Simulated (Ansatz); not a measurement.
# Strain and field gradients in GaAs

Cell: a COD entry, whose atoms a relaxation with PBE at fixed cell left in place.

```yaml
crystal:
  lattice:
    - [0.00000, 2.82685, 2.82685]
    - [2.82685, 0.00000, 2.82685]
    - [2.82685, 2.82685, 0.00000]
  atoms:
    - { symbol: Ga, position: [0.00000, 0.00000, 0.00000] }
    - { symbol: As, position: [0.25000, 0.25000, 0.25000] }
```

Sites (sets of like atoms) are named by element and the number of their first atom in this list.

Computed with Ansatz: DFT, PBE, plane waves and PAW, scalar-relativistic, 420 eV cutoff, Γ-centred 13×13×13 k-points, Fermi–Dirac smearing 0.02 eV.

The cell is stretched along z (the third Cartesian axis of the run's cell), x and y held, and the ions relax again each time.

```
strain along z (%)  Ga: V along z (10²¹ V/m²)  As: V along z (10²¹ V/m²)
                -3                       0.57                      -0.75
                -2                          ?                          ?
                -1                       0.18                      -0.24
                 0                       0.00                       0.00
                +1                      -0.18                       0.26
                +2                      -0.36                       0.51
                +3                      -0.54                       0.76
```

**Question.** Estimate the row at -2 % from the others.

**Answer.** Ga: 0.38; As: -0.50. Worked for Ga: a straight line through the other 6 rows has a slope of -0.185 × 10²¹ V/m² per per cent of strain and gives 0.38 at -2 %, against 0.38 from the run, so the response is nearly linear here. For ⁶⁹Ga that is −0.76 MHz of C_Q per per cent. Worked for As: a straight line through the other 6 rows has a slope of 0.251 × 10²¹ V/m² per per cent of strain and gives -0.50 at -2 %, against -0.50 from the run, so the response is nearly linear here. For As-75 that is 1.9 MHz of C_Q per per cent. Without strain Ga and As sit on a cubic site without a gradient, so the whole gradient comes from the strain.
